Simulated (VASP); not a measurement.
The system is HfO2.

```
CELL_PARAMETERS angstrom
3.55091 0.00000 0.00000
0.00000 3.55091 0.00000
0.00000 0.00000 5.12937
ATOMIC_POSITIONS crystal
Hf 0.50000 0.50000 0.50000
Hf 0.00000 0.00000 0.00000
O 0.00000 0.50000 0.70245
O 0.50000 0.00000 0.79755
O 0.50000 0.00000 0.29755
O 0.00000 0.50000 0.20245
```

Measurements of this composition are mostly on another form, of space group No. 14.

Base run:

| Property | Result |
| --- | --- |
| Program | VASP 6.6.1 |
| Functional | PBEsol |
| Potentials or basis | VASP PAW PBE potentials, release 64 (Hf_pv, O_h) |
| Cutoff | 900 eV |
| k mesh | 6 × 6 × 6 |
| Occupations | gaussian, width 0.02 eV |
| Spin | no spin polarisation |

Its results: band gap on the k mesh 4.59 eV, indirect (least direct gap 4.68 eV); pressure -0.3 GPa.

Problem. The run is repeated on the same cell with these changes: functional from PBEsol to r2SCAN; potentials or basis from VASP PAW PBE potentials, release 64 (Hf_pv, O_h) to VASP PAW PBE potentials, release 64 (Hf_pv, O); cutoff from 900 eV to 520 eV. What comes out?

Solution. Band gap on the k mesh 5.24 eV, indirect (least direct gap 5.34 eV); pressure 2.2 GPa.

Caveats: the PAW data sets were made with another functional, which shifts forces and pressure a little; spin-orbit coupling is left out, which moves the levels of the heavy elements; the cutoff is under 1.25 times the usual one of these potentials, so pressure, stress and relaxed cells hold a basis-set (Pulay) error (some runs).

A k mesh can miss the band edges.

Not every run made on this cell is shown here.
